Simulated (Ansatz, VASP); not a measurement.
Hf3H in VASP and in Ansatz

Contents of INCAR:

```
PREC = Accurate
ENCUT = 600
EDIFF = 1E-6
ISMEAR = 0
SIGMA = 0.2
LREAL = False
LASPH = True
NELM = 100
ALGO = Normal
ISIF = 3
LWAVE = False
LCHARG = False
GGA = PE
IBRION = 2
NSW = 36
EDIFFG = -0.08
```

Contents of KPOINTS:

```
regular mesh
0
Gamma
  6 6 1
```

Contents of POSCAR:

```
Hf3H
1.0
    3.1400000000      0.0000000000      0.0000000000
   -1.5700000000      2.7193197700      0.0000000000
    0.0000000000      0.0000000000     14.8800000000
Hf H
6 2
Direct
    0.3333333300      0.6666666700      0.0833300000
    0.6666666700      0.3333333300      0.9166700000
    0.3333333300      0.6666666700      0.4166700000
    0.6666666700      0.3333333300      0.5833300000
    0.6666666700      0.3333333300      0.2500000000
    0.3333333300      0.6666666700      0.7500000000
    0.3333333300      0.6666666700      0.9583300000
    0.6666666700      0.3333333300      0.0416700000
```

Input for Ansatz:

```yaml
crystal:
  lattice:
    - [3.14, 0.0, 0.0]
    - [-1.57, 2.71931977, 0.0]
    - [0.0, 0.0, 14.88]
  atoms:
    - { symbol: Hf, position: [0.33333333, 0.66666667, 0.08333] }
    - { symbol: Hf, position: [0.66666667, 0.33333333, 0.91667] }
    - { symbol: Hf, position: [0.33333333, 0.66666667, 0.41667] }
    - { symbol: Hf, position: [0.66666667, 0.33333333, 0.58333] }
    - { symbol: Hf, position: [0.66666667, 0.33333333, 0.25] }
    - { symbol: Hf, position: [0.33333333, 0.66666667, 0.75] }
    - { symbol: H, position: [0.33333333, 0.66666667, 0.95833] }
    - { symbol: H, position: [0.66666667, 0.33333333, 0.04167] }
basis:
  ecutwfc: 420
kpoints:
  mp_grid: { grid: [6, 6, 1] }
hamiltonian:
  xc: pbe
scf:
  occupations: { method: gaussian, width: 0.2 }
  lower_state_search: "off"
output:
  forces: true
  stress: true
  eigenvalues: true
relax:
  adjacent_minimum: "off"
  f_tol: 0.08
  max_steps: 16
  cell: { stress_tol: 0.8 }
```

Alike in both runs: task relaxation of cell and atoms; functional PBE; k mesh 6 × 6 × 1; occupations gaussian, width 0.2 eV; no spin polarisation.

```csv
,VASP,Ansatz
version,VASP 6.6.1,Ansatz 0.2.0
potentials or method,"VASP PAW PBE potentials, release 64 (Hf_pv, H)","scalar-relativistic, plane waves, PAW"
plane-wave cutoff (eV),600,420
valence electrons in the cell,62,158
```

VASP gave:

| Property | Result |
| --- | --- |
| gap on the k mesh at the Fermi level, each at its own relaxed structure (eV) | none |
| relaxed volume (Å³/atom) | 17.51 |
| relaxed cell length with the largest relative difference (Å) | 3.205 |
| energy change over the relaxation (meV/atom) | -142 |

Q: Which values does Ansatz return?

A: gap on the k mesh at the Fermi level, each at its own relaxed structure (eV): none; relaxed volume (Å³/atom): 17.57; relaxed cell length with the largest relative difference (Å): 3.210; energy change over the relaxation (meV/atom): -148.

A gap of «none» marks a metal or a gap that the smearing closes. The two sets of potentials don't hold the same shells in valence.

Caveats: the k mesh is coarse (spacing up to 0.42 Å⁻¹), so the values aren't converged. Spin-orbit coupling is left out, which matters for the levels of Hf.
